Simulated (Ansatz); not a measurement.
# SnO2 (P4_2/mnm): the equilibrium volume

Aim: the volume at which the pressure of SnO2 (P4_2/mnm) vanishes.

Program: Ansatz 0.2.0. Level of theory: DFT PBE, scalar-relativistic, plane waves, PAW. These are calculated values, not measurements.

2 further runs of the same task are left out: 2 set aside as unsound or not needed.

## 1. The structure to begin with

It takes space group P4_2/mnm (No. 136, tetragonal). The conventional cell has a = 4.765 Å, b = 4.765 Å, c = 3.207 Å, α = 90.00°, β = 90.00°, γ = 90.00°. Sn (site symmetry mmm) has 6 O at 2.06 to 2.07 Å as nearest neighbours. O (site symmetry m2m) has 3 Sn at 2.06 to 2.07 Å as nearest neighbours.

Coordinates:

```cif
data_structure
_symmetry_space_group_name_H-M 'P 1'
_symmetry_Int_Tables_number 1
_cell_length_a 4.7648
_cell_length_b 4.7648
_cell_length_c 3.2075
_cell_angle_alpha 90.000
_cell_angle_beta 90.000
_cell_angle_gamma 90.000
_cell_volume 72.82
loop_
_atom_site_label
_atom_site_type_symbol
_atom_site_fract_x
_atom_site_fract_y
_atom_site_fract_z
_atom_site_occupancy
Sn1 Sn 0.50000 0.50000 0.50000 1
Sn2 Sn 0.00000 0.00000 0.00000 1
O1 O 0.19403 0.80597 0.50000 1
O2 O 0.80597 0.19403 0.50000 1
O3 O 0.30597 0.30597 0.00000 1
O4 O 0.69403 0.69403 0.00000 1
```

## 2. At the starting volume (PBE, 4×4×6 mesh)

Input file input.yaml:

```yaml
crystal:
  lattice:
    - [4.764818045, 0.0, 0.0]
    - [0.0, 4.764818045, 0.0]
    - [0.0, 0.0, 3.20749977]
  atoms:
    - { symbol: Sn, position: [0.5, 0.5, 0.5] }
    - { symbol: Sn, position: [0.0, 0.0, 0.0] }
    - { symbol: O, position: [0.1940277, 0.8059723, 0.5] }
    - { symbol: O, position: [0.8059723, 0.1940277, 0.5] }
    - { symbol: O, position: [0.3059723, 0.3059723, 0.0] }
    - { symbol: O, position: [0.6940277, 0.6940277, 0.0] }
basis:
  ecutwfc: 420
kpoints:
  mp_grid: { grid: [4, 4, 6] }
hamiltonian:
  xc: pbe
scf:
  occupations: { method: gaussian, width: 0.1 }
output:
  forces: true
  stress: true
  eigenvalues: true
```

Started as:

```console
$ ansatz run input.yaml --threads 8 --pin off --max-ram 16384MiB --backend cpu --events-out ev --progress --plain --runs-dir out
```

The program printed:

```text
Warning: RAYON_NUM_THREADS=8 ignored (pool sized by the plan → 8); use --threads N
Engine: ansatz 0.2.0, aarch64-unknown-linux-gnu
Pseudopotentials: kind: paw
Pseudopotential: Sn, paw, valence charge 14, recommended cutoff 420 eV (normal), Sn.paw.azcp
Pseudopotential: O, paw, valence charge 6, recommended cutoff 420 eV (normal), O.paw.azcp
Functional definition: PBE
  parameter kappa = 0.804
  parameter beta = 0.06672455060314922
  exchange = pbe_x(kappa = kappa, mu = beta*pi^2/3)
  correlation = pbe_c(beta = beta)
Crystal: 6 atoms, lattice volume = 72.821 Å³
Basis set: ecut = 420 eV, 1435 PW (Γ), exchange–correlation on 64×64×48 points (8 copies of the dense FFT grid, shifted against one another)
Bands: 32, of which v1, the nominal top of the filled ones, is band 26 counted from 1 (25 counted from 0)
Symmetry: 16 space group operations
Space group: P42/mnm (ITA 136), of the structure as read, at distance tolerance 4.2e-5 Å
k-points: 24 of 96
Non-local potential: Sn, projectors of the file, l = 0: 2, l = 1: 2, l = 2: 2, l = 3: 2
Non-local potential: O, projectors of the file, l = 0: 2, l = 1: 2, l = 2: 1
PAW form: soft (Blöchl's): semilocal exchange-correlation on the pseudo side does not see the compensation charge
PAW one-centre angular grid: Sn, 590 points (default); XC on 64 Gauss nodes
PAW one-centre angular grid: O, 110 points (default); XC on 64 Gauss nodes
Initial density: superposition of atomic densities (neutral atoms: chi_scale 0, normalization atom), corrected by the library's trained network
Initial wavefunctions: pseudopotential atomic-orbital guess
Functional: x = pbe(κ = 0.804, μ = 0.2195149727645171), c = pbe(β = 0.06672455060314922)
SCF iter   1: F=—  HF=-14317.912639 eV  |F-HF|=—  |Δ(HF+E_count)|=         —  Δρ=1.11e-3  dr2=3.28e-4  ethr=1.77e-3  ⟨swp⟩=5.7  Hψ=3325  notcnv=0  defer=2
preconditioner: auto → Resta (q_TF=auto, 2.579 Å⁻¹)  ε∞=3.6  [insulator: Δε(μ)=1.049 eV  Ē_g=19.588 eV  σ=0.100 eV  W_gap=1.00  n_scr=18 (ndim 8)  ℏωp=31.4 eV  f_vac=0.030  D(μ)=0.00/eV (n_scr^D=0)  ε∞_Penn≈3.6]
SCF iter   2: F=—  HF=-14317.914670 eV  |F-HF|=—  |Δ(HF+E_count)|=   2.03e-3  Δρ=5.83e-4  dr2=8.44e-5  ethr=6.31e-7  ⟨swp⟩=2.6  Hψ=1611  notcnv=0  defer=2
SCF iter   3: F=—  HF=-14317.914936 eV  |F-HF|=—  |Δ(HF+E_count)|=   2.66e-4  Δρ=2.15e-4  dr2=2.20e-5  ethr=1.62e-7  ⟨swp⟩=2.8  Hψ=1284  notcnv=0
automatic band count: iteration 3 solves 31 bands in place of 32: the levels show a gap, and the empty bands left out lie too high to hold charge; the band table lists the bands solved (type scf.n_extra_bands for more)
SCF iter   4: F=—  HF=-14317.914960 eV  |F-HF|=—  |Δ(HF+E_count)|=   2.42e-5  Δρ=4.10e-5  dr2=7.48e-7  ethr=4.22e-8  ⟨swp⟩=2.0  Hψ=1014  notcnv=0
iter 5 did not close the SCF: its close was put off for the readings that it lacked (scf_convergence_deferred on its scf_iter line)
SCF iter   5: F=-14317.914962 eV  HF=-14317.914962 eV  |F-HF|=1.63e-7  |Δ(HF+E_count)|=   1.36e-6  Δρ=1.26e-5  dr2=6.66e-8  ethr=1.44e-9  ⟨swp⟩=2.0  Hψ=1291  notcnv=0
SCF iter   6: F=-14317.914962 eV  HF=-14317.914962 eV  |F-HF|=1.00e-8  |Δ(HF+E_count)|=   1.72e-7  Δρ=3.76e-6  dr2=5.78e-9  ethr=1.28e-10  ⟨swp⟩=5.6  Hψ=3348  notcnv=0
SCF 1 converged in 6 iterations: F = -14317.914962 eV  dr2 = 5.78e-9
SCF converged after 6 iterations
Free energy (F): -14317.914962 eV
Harris-Foulkes:  -14317.914962 eV  (|F-HF|=1.00e-8)
Internal energy: -14317.914962 eV  (E = F + TS)
E sigma→0 (E₀):  -14317.914962 eV
Fermi energy:    9.789458 eV
--- Per-component energies (eV) ---
  E_band       = -128.115207
  E_kinetic    = 1082.635653
  E_local      = -2890.767220  (includes V_loc(G=0)·N_el)
  E_nonlocal   = 134.513347
  E_hartree    = 1499.863279
  E_xc         = -1054.318913
  E_vxc        = -563.179472  (∫ρ·V_xc dr)
  E_paw        = -8929.731975  (= ΣΔE_a)
  E_vpaw       = -891.055188  (= ΣTr[D̂ρ^β])
  E_aug_tail   = 0.009973  (compensation charges beyond the density's cutoff)
  E_ewald      = -4160.119106
  E_smearing   = -0.000000  (= −TS)
  E_closure    = -0.000000  (closes the sum)
  Σ components = -14317.914962   (vs F -14317.914962, Δ=0.00e0)
--- Forces (eV/Å), atoms counted from 1 ---
  atom   1  Sn     0.00000000     0.00000000     0.00000000
  atom   2  Sn     0.00000000    -0.00000000     0.00000000
  atom   3  O      0.01790066    -0.01790066     0.00000000
  atom   4  O     -0.01790066     0.01790066     0.00000000
  atom   5  O     -0.01790066    -0.01790066     0.00000000
  atom   6  O      0.01790066     0.01790066     0.00000000
  max |Σ_I F_I| component: 3.47e-18 eV/Å
--- Stress (GPa, compression-positive) ---
        6.386318       0.000000       0.000000
        0.000000       6.386318       0.000000
        0.000000       0.000000       7.517015
  P = ⅓ Tr σ = 6.7632 GPa (67.632 kbar)
--- Band table (eV; the first three rows and the last of 24) ---
  k-point 0: bands = ["-11.8280", "-11.0787", "-10.8425", "-10.8168", "-10.8168", "-10.7453", "-10.7000", "-10.6182", "-10.5880", "-10.5880", "-9.5808", "-7.7839", "-7.7839", "-6.0498", "1.1774", "5.2543", "5.2543", "5.3738", "6.2210", "7.2767", "7.3440", "8.0221", "8.0221", "8.5022", "8.5022", "9.2652", "10.3137", "15.2927", "15.5107", "15.5107", "19.6447"]
  k-point 1: bands = ["-11.7058", "-11.0464", "-11.0464", "-10.9464", "-10.7960", "-10.7649", "-10.6900", "-10.6192", "-10.6188", "-10.6188", "-9.4246", "-7.3985", "-7.3985", "-6.2547", "1.1743", "5.1747", "5.4954", "5.4954", "5.7473", "6.4004", "7.0930", "7.1367", "7.1367", "8.5148", "8.5148", "9.0421", "11.8189", "15.7618", "16.5793", "16.5793", "18.3754"]
  k-point 2: bands = ["-11.4166", "-11.4151", "-11.4151", "-10.9175", "-10.6851", "-10.6684", "-10.6684", "-10.6659", "-10.6623", "-10.6251", "-8.8609", "-6.9010", "-6.7018", "-6.7018", "1.3489", "3.6766", "5.0853", "5.6157", "5.6157", "6.2834", "6.2834", "6.3417", "6.9096", "8.2876", "8.2876", "8.4404", "13.8502", "16.0127", "18.0210", "18.5501", "18.5501"]
  k-point 23: bands = ["-11.5823", "-11.5823", "-11.1349", "-11.1349", "-10.6944", "-10.6944", "-10.6351", "-10.6351", "-10.5938", "-10.5938", "-7.7230", "-7.7230", "-6.4449", "-6.4449", "1.3662", "1.3662", "4.3352", "4.3352", "6.7190", "6.7190", "6.8728", "6.8728", "8.3258", "8.3258", "8.4514", "8.4514", "13.9513", "13.9513", "18.1036", "18.1036", "20.1434"]
```

Run time: 2.1 s. Hardware: 8 threads of Arm Neoverse V1, shared host; peak memory 0.44 GiB.

In short: volume 12.137 Å³/atom, pressure 6.76 GPa, mesh gap 1.05 eV.

(Part 1 of 2 ends here.)
